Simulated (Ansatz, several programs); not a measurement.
CsBr (started from an entry of an open crystallographic database), relaxed with PBE in Ansatz (plane waves, PAW): space group Pm-3m (No. 221), cubic; conventional cell a = 4.389 Å, 42.28 Å³ an atom. Cs is surrounded by 8 Br at 3.80 Å; Br is surrounded by 8 Cs at 3.80 Å. The cell was then scaled with its shape and fractional coordinates held. (Simulation; spin polarisation is off.)

```csv
V (Å³/atom),E (meV/atom)
39.745,6.66
41.014,1.58
42.282,0.00
44.819,5.10
```

Q: Pass a cubic E = c₀ + c₁u + c₂u² + c₃u³, with u = V − 41.965 Å³, through these points.

A: c₀ = 0.10, c₁ = -0.607, c₂ = 0.957, c₃ = -0.0455 (meV and Å³).

Q: Where is the minimum, and what bulk modulus follows?

A: dE/du = 0 at u = +0.325, so V₀ = 42.29 Å³. B = V₀ d²E/dV² = 42.29 × (2c₂ + 6c₃u) = 42.29 × 1.825 = 77 meV/Å³, and 1 meV/Å³ is 0.16022 GPa: 12 GPa. A third-order Birch-Murnaghan fit to all five points gives 42.30 Å³ and 12 GPa.

Q: Predict the energy and the pressure at the withheld volume, 43.551 Å³.

A: With u = +1.586: E ≈ 1.36 meV and P = −dE/dV ≈ -0.33 GPa. The run gives 1.33 meV and, from its stress, -0.33 GPa.
